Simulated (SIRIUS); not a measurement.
TiCo:

```
Co Ti
1.0
     2.98611    0.00000    0.00000
     0.00000    2.98611    0.00000
     0.00000    0.00000    2.98611
Co Ti
1 1
Direct
  0.50000 0.50000 0.50000
  0.00000 0.00000 0.00000
```

The cell comes from a database or a generator and needn't be the stable form of this composition.

```yaml
Program: SIRIUS 7.12.0
Task: single point
Functional: PBEsol
Potentials_or_basis: PseudoDojo 0.4.1 PBEsol standard (scalar relativistic)
Cutoff: 1307 eV
Density_cutoff: 5227 eV
k_mesh: 9 × 9 × 9
Occupations: fermi-dirac, width 0.05 eV
Spin: collinear spin, ferromagnetic start
Starting_moments: "[2.0, 1.0] μB"
```

On this cell: pressure -8.3 GPa; largest force zero by symmetry; net moment 0.69 μB per cell; band gap on the k mesh none (metal or under the smearing width).

The same run follows on a disturbed copy (atoms moved at random, drawn with an rms of 0.05 Å):

```
CELL_PARAMETERS angstrom
2.98611 0.00000 0.00000
0.00000 2.98611 0.00000
0.00000 0.00000 2.98611
ATOMIC_POSITIONS crystal
Co 0.50552 0.50227 0.49660
Ti 0.00479 0.99145 0.99640
```

**Question.** What does the disturbed cell give?

**Answer.** The energy (extrapolated to zero smearing) moves by +1.2 meV/atom; pressure -8.2 GPa; largest force 0.145 eV/Å; net moment 0.69 μB per cell; band gap on the k mesh none (metal or under the smearing width).

Forces in eV/Å, atoms in the order of the input:
```
Co  -0.010 -0.145 -0.003
Ti   0.010  0.145  0.003
```
